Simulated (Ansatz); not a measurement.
Here is an Ansatz 0.2.0 calculation.

input.yaml

```yaml
crystal:
  lattice:
    - [-1.44279332, 1.44279332, 1.37608145]
    - [1.44279332, -1.44279332, 1.37608145]
    - [1.44279332, 1.44279332, -1.37608145]
  atoms:
    - { symbol: Cu, position: [0.0, 0.0, 0.0] }
kpoints:
  mp_grid: { grid: [13, 13, 13] }
scf:
  occupations: { method: fermi_dirac, width: 0.05 }
hamiltonian:
  xc: pbesol
  pseudopotentials: { kind: all_electron, lapw: { basis_error: 0.001 } }
output:
  forces: true
  stress: true
relax:
  f_tol: 0.005
  max_steps: 60
  cell: { p_target: 30 }
```

Potentials or basis: all-electron LAPW, scalar-relativistic.

Command:

```sh
$ ansatz run input.yaml --threads 1 --pin off --max-ram 3072MiB --backend cpu --events-out ev --progress --plain --runs-dir out
```

(1) Estimate the relaxed volume.

(2) Estimate the space group after relaxing (to 0.05 Å).

(3) Predict the relaxed cell.

Answers

(1) 9.96 Å³/atom.

(2) Im-3m (No. 229).

(3) a = 2.348 Å, b = 2.348 Å, c = 2.348 Å, α = 109.45°, β = 109.45°, γ = 109.52°.
